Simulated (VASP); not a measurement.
# W (Fm-3m) in VASP: a series of runs

The runs below take W through relaxation of cell and atoms, with PBE, PBE+D3(BJ), PBEsol.

All numbers are computed with VASP 6.6.1; they aren't measurements. Logs are shortened: lines on timing, memory, paths and dates and some standing lists are left out, and cuts for length are marked.

### 1 Starting point

The structure is cubic, space group Fm-3m (No. 225). Conventional cell: a = 3.992 Å, b = 3.992 Å, c = 3.992 Å, α = 90.00°, β = 90.00°, γ = 90.00°. Around W (site symmetry m-3m) lie 12 W at 2.82 Å.

This isn't the form of W at room conditions, which is bcc.

### 2 Relaxation of cell and atoms, PBE

File INCAR:

```
ALGO = Normal
EDIFF = 1E-7
EDIFFG = -0.005
ENCUT = 600
GGA = PE
IBRION = 2
ISIF = 3
ISMEAR = 0
LASPH = True
LCHARG = False
LREAL = False
LWAVE = False
NELM = 100
NSW = 90
PREC = Accurate
SIGMA = 0.1
```

File KPOINTS:

```
k-points
0
Gamma
  18 18 18
```

File POSCAR:

```
W
1.0
    0.0000000000      1.9958246200      1.9958246200
    1.9958246200      0.0000000000      1.9958246200
    1.9958246200      1.9958246200      0.0000000000
W
1
Direct
    0.0000000000      0.0000000000      0.0000000000
```

Potentials or basis: VASP PAW PBE potentials, release 64 (W_sv).

Launch:

```bash
$ cat potpaw_PBE.64/W_sv/POTCAR > POTCAR
$ mpirun -np 1 vasp_std > vasp.out
```

OUTCAR:

```text
EDIFF = 1E-7
   EDIFFG = -0.005
   ENCUT = 600
   GGA = PE
   IBRION = 2
   ISIF = 3
   ISMEAR = 0
   LASPH = True
   LREAL = False
   NELM = 100
   NSW = 90
   PREC = Accurate

 ion  position               nearest neighbor table
   1  0.000  0.000  0.000-

  LATTYP: Found a face centered cubic cell.
 ALAT       =     3.9916492400

  Lattice vectors:

 A1 = (   0.0000000000,   1.9958246200,   1.9958246200)
 A2 = (   1.9958246200,   0.0000000000,   1.9958246200)
 A3 = (   1.9958246200,   1.9958246200,   0.0000000000)

Analysis of symmetry for initial positions (statically):
=====================================================================
 Subroutine PRICEL returns:
 Original cell was already a primitive cell.

 Routine SETGRP: Setting up the symmetry group for a
 face centered cubic supercell.

 Subroutine GETGRP returns: Found 48 space group operations
 (whereof 48 operations were pure point group operations)
 out of a pool of 48 trial point group operations.

The static configuration has the point symmetry O_h .

Analysis of symmetry for dynamics (positions and initial velocities):
=====================================================================
 Subroutine PRICEL returns:
 Original cell was already a primitive cell.

 Routine SETGRP: Setting up the symmetry group for a
 face centered cubic supercell.

 Subroutine GETGRP returns: Found 48 space group operations
 (whereof 48 operations were pure point group operations)
 out of a pool of 48 trial point group operations.

The dynamic configuration has the point symmetry O_h .

 Subroutine INISYM returns: Found 48 space group operations
 (whereof 48 operations are pure point group operations),
 and found     1 'primitive' translations

----------------------------------------------------------------------------------------

                                     Primitive cell

  volume of cell :      15.9000

  direct lattice vectors                    reciprocal lattice vectors
     0.000000000  1.995824620  1.995824620    -0.250523014  0.250523014  0.250523014
     1.995824620  0.000000000  1.995824620     0.250523014 -0.250523014  0.250523014
     1.995824620  1.995824620  0.000000000     0.250523014  0.250523014 -0.250523014

  length of vectors
     2.822522246  2.822522246  2.822522246     0.433918589  0.433918589  0.433918589

  position of ions in fractional coordinates (direct lattice)
     0.000000000  0.000000000  0.000000000

  ion indices of the primitive-cell ions
   primitive index   ion index
                 1           1

----------------------------------------------------------------------------------------

 KPOINTS: k-points

Automatic generation of k-mesh.
 Grid dimensions read from file:
 generate k-points for:   18   18   18

 Generating k-lattice:

  Cartesian coordinates                     Fractional coordinates (reciprocal lattice)
    -0.013917945  0.013917945  0.013917945     0.055555556  0.000000000  0.000000000
     0.013917945 -0.013917945  0.013917945     0.000000000  0.055555556  0.000000000
     0.013917945  0.013917945 -0.013917945     0.000000000  0.000000000  0.055555556

  Length of vectors
     0.024106588  0.024106588  0.024106588

  Shift w.r.t. Gamma in fractional coordinates (k-lattice)
     0.000000000  0.000000000  0.000000000

 Subroutine IBZKPT returns following result:
 ===========================================

 Found    195 irreducible k-points:

 Following reciprocal coordinates:
            Coordinates               Weight
  0.000000  0.000000  0.000000      1.000000
  0.055556  0.000000  0.000000      8.000000
  0.111111  0.000000  0.000000      8.000000
  0.166667  0.000000  0.000000      8.000000
  0.222222  0.000000  0.000000      8.000000
  0.277778  0.000000  0.000000      8.000000
[... 16 lines left out ...]
 -0.277778  0.055556  0.000000     24.000000
 -0.222222  0.055556  0.000000     24.000000
 [... further k-points ...]
   k-points           NKPTS =    195   k-points in BZ     NKDIM =    195   number of bands    NBANDS=     11
   number of dos      NEDOS =    301   number of ions     NIONS =      1
   total plane-waves  NPLWV =  13824
   dimension x,y,z NGX =    24 NGY =   24 NGZ =   24
   dimension x,y,z NGXF=    48 NGYF=   48 NGZF=   48
   ions per type =               1
   NGX,Y,Z   is equivalent  to a cutoff of  14.14, 14.14, 14.14 a.u.
   NGXF,Y,Z  is equivalent  to a cutoff of  28.27, 28.27, 28.27 a.u.
 SYSTEM =  unknown system
   PREC   = accura    normal or accurate (medium, high low for compatibility)
   ISTART =      0    job   : 0-new  1-cont  2-samecut
   ICHARG =      2    charge: 1-file 2-atom 10-const
   ISPIN  =      1    spin polarized calculation?
   LNONCOLLINEAR =      F non collinear calculations
   LSORBIT =      F    spin-orbit coupling
   LASPH  =      T    aspherical Exc in radial PAW
   ENCUT  =  600.0 eV  44.10 Ry    6.64 a.u.   5.64  5.64  5.64*2*pi/ulx,y,z
   NELM   =    100;   NELMIN=  2; NELMDL= -5     # of ELM steps
   EDIFF  = 0.1E-06   stopping-criterion for ELM
   LREAL  =      F    real-space projection
   EDIFFG = -.5E-02   stopping-criterion for IOM
   NSW    =     90    number of steps for IOM
   IBRION =      2    ionic relax: 0-MD 1-quasi-New 2-CG
   NFREE  =      1    steps in history (QN), initial steepest desc. (CG)
   ISIF   =      3    stress and relaxation
   ISYM   =      2    0-nonsym 1-usesym 2-fastsym
   POTIM  = 0.5000    time-step for ionic-motion
   TEBEG  =    0.0;   TEEND  =   0.0 temperature during run
   PSTRESS=    0.0 pullay stress
   NELECT =      14.0000    total number of electrons
   NUPDOWN=      -1.0000    fix difference up-down
   EMIN   =  10.00;   EMAX   =-10.00  energy-range for DOS
   EFERMI =   0.00;   METHOD = LEGACY
   ISMEAR =     0;   SIGMA  =   0.10  broadening in eV -4-tet -1-fermi 0-gaus
   EFERMI_NEDOS =   21; number of points for ismear=-14 and -15
   IALGO  =     38    algorithm
   IMIX   =      4    mixing-type and parameters
     AMIX     =   0.40;   BMIX     =  1.00
     AMIX_MAG =   1.60;   BMIX_MAG =  1.00
  volume/ion in A,a.u.               =      15.90       107.30
  Fermi-wavevector in a.u.,A,eV,Ry     =   1.569104  2.965177 33.498743  2.462088
  Thomas-Fermi vector in A             =   2.671036
   LORBIT       =      0    0 simple, 1 ext, 2 COOP (PROOUT), +10 PAW based schemes
   GGA     = PE    functional components
   LHFCALC =     F    Hartree Fock is set to
   AEXX    =    0.0000 exact exchange contribution
   IVDW    =     0    specifies the selected vdW correction
   LEPSILON=     F    determine dielectric tensor
   LRPA    =     F    only Hartree local field effects (RPA)
 conjugate gradient relaxation of ions
 non-spin polarized calculation
 Gauss-broadening in eV      SIGMA  =   0.10
  energy-cutoff  :      600.00
  volume of cell :       15.90
 maximum number of plane-waves:       544
   NGX = 11   NGY = 11   NGZ = 11

--------------------------------------- Ionic step        1  -------------------------------------------

 number of electron      14.0000000 magnetization

 Free energy of the ion-electron system (eV)
  ---------------------------------------------------
  ext. energy  EPLUGINS =         0.00000000
  ---------------------------------------------------
  free energy    TOTEN  =       -12.45597223 eV

  energy without entropy =      -12.44947426  energy(sigma->0) =      -12.45272324

------------------------ aborting loop because EDIFF is reached ----------------------------------------

  FORCE on cell =-STRESS in cart. coord.  units (eV):
  Direction    XX          YY          ZZ          XY          YZ          ZX
  --------------------------------------------------------------------------------------
  -------------------------------------------------------------------------------------
  Total        1.0861757      1.0861757      1.0861757      0.0000000      0.0000000      0.0000000
  in kB      109.4494351    109.4494351    109.4494351      0.0000000      0.0000000      0.0000000
  external PRESSURE =     109.4494351 kB  Pullay stress =       0.0000000 kB

 VOLUME and BASIS-vectors are now :
 -----------------------------------------------------------------------------
  energy-cutoff  :      600.00
  volume of cell :       15.90
      direct lattice vectors                 reciprocal lattice vectors
     0.000000000  1.995824620  1.995824620    -0.250523014  0.250523014  0.250523014
     1.995824620  0.000000000  1.995824620     0.250523014 -0.250523014  0.250523014
     1.995824620  1.995824620  0.000000000     0.250523014  0.250523014 -0.250523014

 POSITION                                       TOTAL-FORCE (eV/Angst)
 -----------------------------------------------------------------------------------
      0.00000      0.00000      0.00000        -0.000000      0.000000     -0.000000
 -----------------------------------------------------------------------------------
    total drift:                                0.000000     -0.000000     -0.000000

  FREE ENERGIE OF THE ION-ELECTRON SYSTEM (eV)
  ---------------------------------------------------
  free  energy   TOTEN  =       -12.4559722265 eV

  energy  without entropy=      -12.4494742567  energy(sigma->0) =      -12.45272324

--------------------------------------- Ionic step        2  -------------------------------------------

 number of electron      14.0000001 magnetization

 E-fermi :   8.9172     XC(G=0): -12.7698

 val. band max:        8.9159414563   @ k =   0.2222   0.1111   0.0556
 cond. band min:       8.9183229488   @ k =  -0.4444   0.1667   0.0556
 fundamental gap:      0.0023814925
 Fermi energy:         8.9171899467

 k-point     1 :       0.0000    0.0000    0.0000
  band No.  band energies     occupation
      1     -65.0216      2.00000
      2     -28.7756      2.00000
      3     -28.7756      2.00000
      4     -28.7756      2.00000
      5       0.5508      2.00000
      6       8.4659      2.00000
      7       8.4659      2.00000
      8       8.4659      2.00000
      9      11.0839      0.00000
     10      11.0839      0.00000
     11      21.5077      0.00000

 k-point     2 :       0.0556    0.0000    0.0000
  band No.  band energies     occupation
      1     -65.0199      2.00000
      2     -28.7994      2.00000
      3     -28.7788      2.00000
      4     -28.7788      2.00000
      5       0.6688      2.00000
      6       8.3775      2.00000
      7       8.5206      2.00000
      8       8.5206      2.00000
      9      11.0379      0.00000
     10      11.0379      0.00000
     11      21.7406      0.00000
[... 365 lines left out ...]
 POSITION                                       TOTAL-FORCE (eV/Angst)
 -----------------------------------------------------------------------------------
      0.00000      0.00000      0.00000         0.000000      0.000000      0.000000
 -----------------------------------------------------------------------------------
    total drift:                               -0.000000      0.000000      0.000000

  FREE ENERGIE OF THE ION-ELECTRON SYSTEM (eV)
  ---------------------------------------------------
  free  energy   TOTEN  =       -12.4751494223 eV

  energy  without entropy=      -12.4684759197  energy(sigma->0) =      -12.47181267

--------------------------------------- Ionic step        4  -------------------------------------------

 number of electron      14.0000002 magnetization

 Free energy of the ion-electron system (eV)
  ---------------------------------------------------
  ext. energy  EPLUGINS =         0.00000000
  ---------------------------------------------------
  free energy    TOTEN  =       -12.47518864 eV

  energy without entropy =      -12.46851201  energy(sigma->0) =      -12.47185032

 E-fermi :  10.4230     XC(G=0): -13.4122

 val. band max:       10.4223525467   @ k =  -0.1667   0.0556   0.0000
 cond. band min:      10.4349387132   @ k =  -0.2222   0.0556   0.0000
 fundamental gap:      0.0125861666
 Fermi energy:        10.4230204942

 k-point     1 :       0.0000    0.0000    0.0000
  band No.  band energies     occupation
      1     -63.2525      2.00000
      2     -26.8884      2.00000
      3     -26.8884      2.00000
      4     -26.8884      2.00000
      5       1.4610      2.00000
      6       9.8779      2.00000
      7       9.8779      2.00000
      8       9.8779      2.00000
      9      12.9844      0.00000
     10      12.9844      0.00000
     11      23.2119      0.00000

 k-point     2 :       0.0556    0.0000    0.0000
  band No.  band energies     occupation
      1     -63.2494      2.00000
      2     -26.9249      2.00000
      3     -26.8931      2.00000
      4     -26.8931      2.00000
      5       1.5963      2.00000
      6       9.7719      2.00000
      7       9.9416      2.00000
      8       9.9416      2.00000
      9      12.9254      0.00000
     10      12.9254      0.00000
     11      23.4855      0.00000
[... 330 lines left out ...]
 POSITION                                       TOTAL-FORCE (eV/Angst)
 -----------------------------------------------------------------------------------
      0.00000      0.00000      0.00000         0.000000      0.000000      0.000000
 -----------------------------------------------------------------------------------
    total drift:                                0.000000     -0.000000     -0.000000

  FREE ENERGIE OF THE ION-ELECTRON SYSTEM (eV)
  ---------------------------------------------------
  free  energy   TOTEN  =       -12.4751886358 eV

  energy  without entropy=      -12.4685120104  energy(sigma->0) =      -12.47185032

 reached required accuracy - stopping structural energy minimisation
```

Run time: 43 s. Hardware: 1 thread of Intel Xeon Platinum 8488C (Sapphire Rapids), shared host; peak memory 0.17 GiB.

What came out:

| Property | Result |
| --- | --- |
| Free energy | -12.4752 eV |
| Relaxed volume | 16.48 Å³/atom |
| Relaxed cell | a = 2.856 Å, b = 2.856 Å, c = 2.856 Å, α = 60.00°, β = 60.00°, γ = 60.00° |
| Space group after relaxing (to 0.05 Å) | Fm-3m (No. 225) |
| Energy gained by relaxing | 19.2 meV/atom |
| Ionic steps | 4 |
| Pressure after relaxing | 0.0 GPa |
| Band gap on the k mesh | none (metal or under the smearing width) |

Step by step:
```csv
step,energy change (eV),largest force (eV/Å),pressure (GPa),volume (Å³)
1,0.0000,0.0000,10.94,15.90
2,0.1680,0.0000,-26.36,18.53
3,-0.0192,0.0000,-0.46,16.51
4,-0.0192,0.0000,-0.02,16.48
```

Final structure:
```yaml
crystal:
  lattice:
    - [0.00000, 2.01984, 2.01984]
    - [2.01984, 0.00000, 2.01984]
    - [2.01984, 2.01984, 0.00000]
  atoms:
    - { symbol: W, position: [0.00000, 0.00000, 0.00000] }
```

The run has no spin-orbit coupling, so splittings on W are missing.

(Continued in part 2 of 2.)
